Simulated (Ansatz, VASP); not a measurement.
**One calculation of C, two programs**

```
C
1.0
     0.00000    1.76575    1.76575
     1.76575    0.00000    1.76575
     1.76575    1.76575    0.00000
C
2
Direct
  0.50000 0.50000 0.50000
  0.75000 0.75000 0.75000
```

Alike in both runs: functional LDA; k mesh 10 × 10 × 10; occupations gaussian, width 0.1 eV; no spin polarisation.

Ansatz relaxed the structure, and its values are those at the end. VASP's run is a single point on that final structure, the one shown.

```csv
,VASP,Ansatz
version,VASP 6.6.1,Ansatz 0.2.0
potentials or method,"VASP PAW LDA potentials, release 64 (C)","scalar-relativistic, plane waves, PAW"
plane-wave cutoff (eV),520,420
valence electrons in the cell,8,8
```

VASP gave:

```
gap on the k mesh at the Fermi level (eV) : 4.20
least direct gap on the mesh (eV)         : 5.63
pressure (GPa)                            : 1.7
```

Estimate Ansatz's values.

gap on the k mesh at the Fermi level (eV): 4.21; least direct gap on the mesh (eV): 5.62; pressure (GPa): 0.0.

Ansatz warned: «pseudo_functional_mismatch».
